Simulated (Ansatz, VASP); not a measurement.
# Two plane-wave programs on Fe

Contents of INCAR:

```
ALGO = Fast
EDIFF = 1E-7
ENCUT = 520
GGA = PE
ISIF = 2
ISMEAR = 0
ISPIN = 2
LASPH = True
LCHARG = False
LMAXMIX = 4
LORBIT = 11
LREAL = False
LWAVE = False
MAGMOM = 2.44
NBANDS = 14
NELM = 150
PREC = Accurate
SIGMA = 0.15
```

KPOINTS

```
k-points
0
Gamma
  10 10 10
```

Contents of POSCAR:

```
Fe
1.0
   -1.3119987705      1.4157750842      1.4487626437
    1.3119987705     -1.4157750842      1.4487626437
    1.3119987705      1.4157750842     -1.4487626437
Fe
1
Direct
    0.0000000000      0.0000000000      0.0000000000
```

Input for Ansatz:

```yaml
crystal:
  lattice:
    - [-1.3119987705, 1.4157750842, 1.4487626437]
    - [1.3119987705, -1.4157750842, 1.4487626437]
    - [1.3119987705, 1.4157750842, -1.4487626437]
  atoms:
    - { symbol: Fe, position: [0.0, 0.0, 0.0], spin: 2.44 }
basis:
  ecutwfc: 520.0
kpoints:
  mp_grid: { grid: [10, 10, 10] }
hamiltonian:
  xc: pbe
scf:
  occupations: { method: gaussian, width: 0.15 }
output:
  forces: true
  stress: true
  eigenvalues: true
  populations: true
magnetization:
  spin_polarized: true
```

Change from the starting cell: normal strain along x -0.0733, normal strain along z +0.0233.

Alike in both runs: task single point; functional PBE; k mesh 10 × 10 × 10; occupations gaussian, width 0.15 eV; collinear spin.

|  | VASP | Ansatz |
| --- | --- | --- |
| version | VASP 6.6.1 | Ansatz 0.2.0 |
| potentials or method | VASP PAW PBE potentials, release 64 (Fe) | scalar-relativistic, plane waves, PAW |
| plane-wave cutoff (eV) | 520 | 520 |
| valence electrons in the cell | 8 | 16 |

VASP gave:

```
gap on the k mesh at the Fermi level (eV)                     : none
pressure (GPa)                                                : 12.3
largest component of the traceless stress (GPa)               : 12.07
net moment per atom (μB)                                      : 2.10
size of the moment on the site where the two differ most (μB) : 2.09
```

Which values does Ansatz return?

gap on the k mesh at the Fermi level (eV): none; pressure (GPa): 12.5; largest component of the traceless stress (GPa): 12.12; net moment per atom (μB): 2.08; size of the moment on the site where the two differ most (μB): 2.12.

Site moments also hang on the region over which each program counts them. A gap of «none» marks a metal or a gap that the smearing closes. The two sets of potentials don't hold the same shells in valence.
